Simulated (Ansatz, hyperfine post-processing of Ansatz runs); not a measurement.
# LiVPO5: isotropic lines and sites in a paramagnetic 17O spectrum

Calculated values: DFT, r2SCAN, plane-wave PAW, default files (PAW set soft_2), collinear spin, scalar-relativistic (Ansatz), contact and point-dipole shifts scaled to 320 K with Θ = 0 K (a pure Curie law); spin-only moments, above the ordering temperature.

```xyz
16
Lattice="4.5901 0.0000 0.0000 0.0000 4.4138 4.5336 0.0000 -4.4138 4.5336" Properties=species:S:1:pos:R:3 pbc="T T T"
V     1.9365   -2.2069    4.5121
V     2.6536    2.2069    4.5121
P     2.2950    0.0000    2.2406
P     2.2950    0.0000    6.7742
O     3.1998    0.8980    3.1100
O     3.5345   -2.2069    4.5446
O     1.3828    0.8916    1.3707
O     1.3903   -0.8980    3.1100
O     3.2072   -0.8916    1.3707
O     1.3903    0.8980    7.6436
O     3.2072    0.8916    5.9043
O     1.0556    2.2069    4.5446
O     3.1998   -0.8980    7.6436
O     1.3828   -0.8916    5.9043
Li    4.5553   -2.2069    6.7257
Li    0.0348    2.2069    6.7257
```

17O MAS at 4.7 T (27.1 MHz), 30 kHz, 320 K; contact and dipolar shift alone, no orbital or quadrupolar part; lines under 1.5 % of the strongest are left out. NMR lines, with heights relative to the strongest:

```tsv
position (ppm)	intensity
-3076.5	3.1
-1971.0	45
-865.6	2.4
-200.1	100
-196.9	100
```

Q: Find the isotropic shifts among the lines and assign them to the O sites.

Sidebands are spaced by 1105 ppm (the spinning rate over the resonance of 27.1 MHz). An isotropic line need not be the tallest: it is the area-weighted centre of its own family of sidebands, and the one that stays put when the rate is changed. Isotropic shifts: -200 ppm for atom 5 and the 3 atoms equivalent to it (bonded to 1 V at 1.99 Å), reduced anisotropy 435 ppm; -1971 ppm for atom 6 and the 1 atom equivalent to it (bonded to 1 V at 1.60 Å), reduced anisotropy 1040 ppm; -197 ppm for atom 7 and the 3 atoms equivalent to it (bonded to 1 V at 1.99 Å), reduced anisotropy 435 ppm. The families' total areas stand as 2:1:2; where areas are equal the match rests on the calculation.

[Logs are printed without paths, hosts, clocks, repeated set-up lines and the standing remarks that a program may print on its own settings, such as how far it seeks lower states.]

[Hosts, paths, dates, database ids (printed as entryN), source tags and the programs' standing remarks are cut or masked in the printed files.]
